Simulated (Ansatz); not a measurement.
# CuAu in Ansatz: the effect of functional

Crystal: CuAu.

```xyz
2
Lattice="1.4526 0.8387 4.2844 -1.4526 0.8387 4.2844 0.0000 -1.6773 4.2844" Properties=species:S:1:pos:R:3 pbc="T T T"
Au    0.0000    0.0000    0.0000
Cu    0.0000    0.0000    6.4265
```

The cell comes from a database or a generator and needn't be the stable form of this composition.

The cell isn't the ideal one: volume scaled by 1.02.

Alike in all runs:

```yaml
Program: Ansatz 0.2.0
Task: single point
Potentials_or_basis: Ansatz PAW
k_mesh: 11 × 11 × 11
Occupations: fermi-dirac, width 0.05 eV
Spin: no spin polarisation
```

| functional | cutoff | pressure (GPa) |
| --- | --- | --- |
| LDA | 420 eV (not typed: the program's choice for these potentials) | -14.9 |
| PBEsol | 420 eV (not typed: the program's choice for these potentials) | ? |
| r2SCAN | 500 eV (not typed: the program's choice for these potentials) | -7.1 |

Question: What does the run with functional PBEsol give?

Answer: Pressure -10.3 GPa.

Caveats: the PAW data sets come from PBE, with cores solved anew for the run's functional, which leaves a small shift of forces and pressure.
